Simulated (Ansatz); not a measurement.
Se, before and after

Recipe of this trial structure of Se: 4-, 6-connected net of one element (I4_1/amd, No. 141). The dimensions are guesses.

POSCAR.start

```
Se
1.0
    -3.18255    3.18255    2.20373
     3.18255   -3.18255    2.20373
     3.18255    3.18255   -2.20373
Se
6
Direct
  0.00000 0.00000 0.00000
  0.75000 0.25000 0.50000
  0.37500 0.62500 0.75000
  0.37500 0.12500 0.75000
  0.37500 0.62500 0.25000
  0.87500 0.62500 0.25000
```

Theory: DFT PBE, scalar-relativistic, plane waves, PAW (Ansatz). Cutoff 420 eV, Gaussian smearing, Γ-centred meshes. Cell and atoms relax first on a coarse mesh and then on a finer one. In between, the cell is made exact in the group found at 0.06 Å. In metals the finer mesh still leaves noise of several meV/atom or more. The steps can't lower the symmetry of their start. No spin polarisation.

POSCAR.end

```
Se
1.0
    -3.75342    3.75342    2.57492
     3.75342   -3.75342    2.57492
     3.75342    3.75342   -2.57492
Se
6
Direct
  0.00000 0.00000 0.00000
  0.75000 0.25000 0.50000
  0.37500 0.62500 0.75000
  0.37500 0.12500 0.75000
  0.37500 0.62500 0.25000
  0.87500 0.62500 0.25000
```

The symmetry stays I4_1/amd (No. 141). The volume per atom grows by 62.5 %, from 14.9 to 24.2 Å³. The shortest distance goes from 2.29 Å (Se–Se) to 2.69 Å (Se–Se). The energy falls by about 1.6 eV/atom (the start's value is from the coarse mesh).

```
Volume per atom                             : 24.18 Å³
Density                                     : 5.42 g/cm³
Energy over the standard state              : +0.27 eV/atom
Gap on the 10×10×10 mesh of the 6-atom cell : 0 eV (a metal)
```

Energies count from the standard state of Se at the same level. So it is a metastable form at best.

The last run used Gaussian smearing of 0.10 eV. The reference form of Se is held partly by dispersion forces, which this level lacks. A structure relaxed within its symmetry needn't be a true minimum. In all, the 3 runs took 7.2 min on 1 thread of Arm Neoverse V1, on a shared host. Another cell of Se relaxed alike, in Cmmm, lies 107 meV/atom lower, so this cell isn't the stable form at this level.
